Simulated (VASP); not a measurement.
Here is a VASP 6.6.1 calculation.

INCAR

```
  ALGO = Fast
  EDIFF = 1E-7
  ENCUT = 520
  GGA = PE
  ISIF = 2
  ISMEAR = 0
  LASPH = True
  LCHARG = False
  LREAL = False
  LWAVE = False
  NELM = 60
  PREC = Accurate
  SIGMA = 0.1
```

The input KPOINTS:

```
k-points
0
Gamma
  6 6 6
```

File POSCAR:

```
TiC
1.0
    0.0000000000      2.1593000000      2.1593000000
    2.1593000000      0.0000000000      2.1593000000
    2.1593000000      2.1593000000      0.0000000000
Ti C
1 1
Direct
    0.0000000000      0.0000000000      0.0000000000
    0.5000000000      0.5000000000      0.5000000000
```

Potentials or basis: VASP PAW PBE potentials, release 64 (Ti_sv, C).

Command:

```console
$ cat potpaw_PBE.64/Ti_sv/POTCAR potpaw_PBE.64/C/POTCAR > POTCAR
$ mpirun -np 1 vasp_std > vasp.out
```

What does it give for the pressure?

2.8 GPa.

Predict the band gap on the k mesh.

none (metal or under the smearing width).

Caveat: the k mesh is coarse (spacing up to 0.42 Å⁻¹), so the values aren't converged.
